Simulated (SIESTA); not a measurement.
The system is Au.

```
Au
1.0
     0.00000    2.03500    2.03500
     2.03500    0.00000    2.03500
     2.03500    2.03500    0.00000
Au
1
Direct
  0.00000 0.00000 0.00000
```

Base run:

- Program: SIESTA 5.4.2
- Functional: RPBE
- Potentials or basis: PseudoDojo 0.4 standard (PBE files)
- Basis: DZP (energy shift 0.002 Ry)
- Grid cutoff: 800 Ry
- Energy shift: 0.002 Ry
- k mesh: 11 × 11 × 11
- Occupations: fermi-dirac, width 0.05 eV
- Spin: no spin polarisation

Its results: band gap on the k mesh none (metal or under the smearing width); pressure 16.3 GPa.

Q: The run is repeated on the same cell with these changes: functional from RPBE to PBEGcGxLO. What comes out?

A: Band gap on the k mesh none (metal or under the smearing width); pressure 0.8 GPa.

Caveats: semicore shells carry a single zeta, which can move pressures by several GPa and volumes by a few percent; the potentials were made for another functional, which shifts forces and pressure; spin-orbit coupling is left out, which moves the levels of the heavy elements; the basis of atomic orbitals isn't converged, which shifts pressures, moduli and gaps; so large a pressure means that the cell lies far from this level's equilibrium, or that cutoff or potentials fall short (some runs).
